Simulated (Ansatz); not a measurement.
## Formulas on structure types

These are results of Ansatz 0.2.0, DFT PBEsol, scalar-relativistic, plane waves, PAW, not measurements. Settings: cutoff 420 eV, Γ-centred meshes no coarser than 0.19 Å⁻¹ for metals and 0.3 Å⁻¹ for insulators (2π included), Gaussian smearing.

Each formula was placed on the sites of the named type and relaxed at zero pressure without lowering the symmetry. No run is spin-polarised. The smearing is 0.1 eV for metals and 0.01 to 0.02 eV otherwise. The zero of energy is the elements' standard structures at the same level; no fitted shifts are applied.

For metals, differences of a few meV/atom aren't resolved.

```tsv
formula	started on type	final group	a or a / b (Å)	c (Å)	V (Å³/atom)	E over elements (eV/atom)	gap on mesh (eV)
Sn	alpha-gallium	Cmce	5.34 / 10.12	4.37	29.5	0.10	0.00
Sn	alpha-boron	R-3m	8.03	23.27	36.1	?	0.00
Sn	iodine	I4/mmm	3.91	3.43	26.2	0.02	0.00
Sn	beta-tungsten (A15)	Pm-3n	6.00	6.00	27.0	0.09	0.00
Sn	trigonal selenium	Pm-3m	3.03	3.03	27.9	0.04	0.00
Sn	graphite	P6_3/mmc	5.02	5.94	32.4	0.31	0.00
```

(1) E over elements (eV/atom) of Sn on the alpha-boron type?

Results:

(1) 0.23